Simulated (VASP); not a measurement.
Input of a VASP 6.6.1 run:

Contents of INCAR:

```
PREC = Accurate
ENCUT = 600
EDIFF = 1E-7
ISMEAR = 0
SIGMA = 0.03
LREAL = F
LASPH = T
NELM = 80
ALGO = Normal
ISIF = 2
LWAVE = F
LCHARG = F
METAGGA = R2SCAN
LMIXTAU = T
IBRION = 2
NSW = 40
EDIFFG = -0.01
```

Contents of KPOINTS:

```
Automatic mesh
0
Gamma
  8 8 8
```

POSCAR

```
NaCl                                    
1.0
    0.0000000000      2.7962208014      2.7962208014
    2.7962208014      0.0000000000      2.7962208014
    2.7962208014      2.7962208014      0.0000000000
  Na              Cl            
     1     1
Direct
     0.0000000000000000    0.0000000000000000    0.0000000000000000
     0.5000000000000000    0.5000000000000000    0.5000000000000000
```

Potentials or basis: VASP PAW PBE potentials, release 64 (Na_pv, Cl).

Launch:

```sh
$ cat potpaw_PBE.64/Na_pv/POTCAR potpaw_PBE.64/Cl/POTCAR > POTCAR
$ mpirun -np 1 vasp_std > vasp.out
```

(1) What does it give for the band gap on the k mesh?

Answers

(1) 6.03 eV, direct.

Caveat: the relaxation stopped at its first step, so nothing moved.
